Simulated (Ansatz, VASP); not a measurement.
**One calculation of C, two programs**

The input INCAR:

```
SYSTEM = C
PREC = Accurate
ENCUT = 600
EDIFF = 1E-7
ISMEAR = -1
SIGMA = 0.05
LREAL = .False.
LASPH = .True.
NELM = 60
ALGO = Normal
ISIF = 3
LWAVE = .False.
LCHARG = .False.
GGA = RP
IVDW = 13
IBRION = 2
NSW = 60
EDIFFG = -0.01
```

The input KPOINTS:

```
regular mesh
0
Gamma
  13 13 13
  0 0 0
```

POSCAR

```
C
1.0
    0.0000000000      1.7833700000      1.7833700000
    1.7833700000      0.0000000000      1.7833700000
    1.7833700000      1.7833700000      0.0000000000
C
2
Direct
    0.7500000000      0.7500000000      0.7500000000
    0.5000000000      0.5000000000      0.5000000000
```

Contents of input.yaml:

```yaml
crystal:
  lattice:
    - [0.0, 1.78337, 1.78337]
    - [1.78337, 0.0, 1.78337]
    - [1.78337, 1.78337, 0.0]
  atoms:
    - { symbol: C, position: [0.75, 0.75, 0.75] }
    - { symbol: C, position: [0.5, 0.5, 0.5] }
hamiltonian:
  xc: rpbe
  pseudopotentials: { kind: paw }
  dispersion: d4
kpoints:
  mp_grid: { grid: [13, 13, 13] }
scf:
  occupations: { method: fermi_dirac, width: 0.05 }
output:
  forces: true
  stress: true
  write_density: true
  write_potential: true
  elf: true
  volumetric_format: npy
relax:
  f_tol: 0.01
  max_steps: 40
  cell: { stress_tol: 0.05 }
```

This isn't the form of C at room conditions, which is graphite.

Alike in both runs: task relaxation of cell and atoms; functional RPBE; dispersion D4; k mesh 13 × 13 × 13; occupations fermi-dirac, width 0.05 eV; no spin polarisation.

|  | VASP | Ansatz |
| --- | --- | --- |
| version | VASP 6.6.1 | Ansatz 0.2.0 |
| potentials or method | VASP PAW PBE potentials, release 64 (C) | Ansatz PAW |
| plane-wave cutoff (eV) | 600 | 420 |
| valence electrons in the cell | 8 | 8 |

Ansatz gave:

| Item | Value |
| --- | --- |
| gap on the k mesh at the Fermi level, each at its own relaxed structure (eV) | 4.18 |
| relaxed volume (Å³/atom) | 5.59 |
| relaxed cell length with the largest relative difference (Å) | 2.510 |
| energy change over the relaxation (meV/atom) | -2 |

Question: Which values does VASP return?

Answer: gap on the k mesh at the Fermi level, each at its own relaxed structure (eV): 4.17; relaxed volume (Å³/atom): 5.59; relaxed cell length with the largest relative difference (Å): 2.510; energy change over the relaxation (meV/atom): -2.

Caveats: the PAW data sets were made with another functional, which shifts forces and pressure a little (VASP); an odd mesh through Γ misses points on the zone boundary, where band edges often lie (VASP); odd divisions of the mesh miss points on the zone boundary, where band edges often lie, so the gap on the mesh can be too wide (Ansatz); the plane-wave basis is chosen anew once the cell has moved, so the energies of steps on either side of that aren't comparable (Ansatz); the pressure holds a Pulay correction of +0.9 GPa for the finite cutoff (Ansatz); the PAW data sets come from PBE, with cores solved anew for the run's functional, which leaves a small shift of forces and pressure (Ansatz). As with any semilocal functional, this RPBE gap is likely too small.
